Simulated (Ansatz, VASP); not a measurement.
## Si2Ni in VASP and in Ansatz

```
Si Ni
1.0
     0.00000    4.82956    4.82956
     4.82956    0.00000    4.82956
     4.82956    4.82956    0.00000
Si Ni
4 2
Cartesian
  1.2074 1.2074 1.2074
  3.6222 3.6222 1.2074
  3.6222 1.2074 3.6222
  1.2074 3.6222 3.6222
  2.4148 2.4148 2.4148
  0.0000 0.0000 0.0000
```

Alike in both runs: functional PBE; k mesh 6 × 6 × 6; occupations gaussian, width 0.02 eV; no spin polarisation.

Ansatz relaxed the structure, and its values are those at the end. VASP's run is a single point on that final structure, the one shown.

|  | VASP | Ansatz |
| --- | --- | --- |
| version | VASP 6.6.1 | Ansatz 0.2.0 |
| potentials or method | VASP PAW PBE potentials, release 64 (Si, Ni) | scalar-relativistic, plane waves, PAW |
| plane-wave cutoff (eV) | 520 | 420 |
| valence electrons in the cell | 36 | 52 |

|  | VASP | Ansatz | Ansatz less VASP |
| --- | --- | --- | --- |
| gap on the k mesh at the Fermi level (eV) | 1.02 | 1.06 | +0.036 |
| least direct gap on the mesh (eV) | 1.11 | 1.13 | +0.026 |
| pressure (GPa) | 0.0 | 0.0 | 0.00 |

The functional is the same, so the differences come from potentials, cutoffs and numerics. The two sets of potentials don't hold the same shells in valence. Ansatz warned: «xc_potential_rough_in_thin_density».

A k mesh can miss the band edges. Spin polarisation is off, so any magnetic state and its effect on volume and gap are missing.
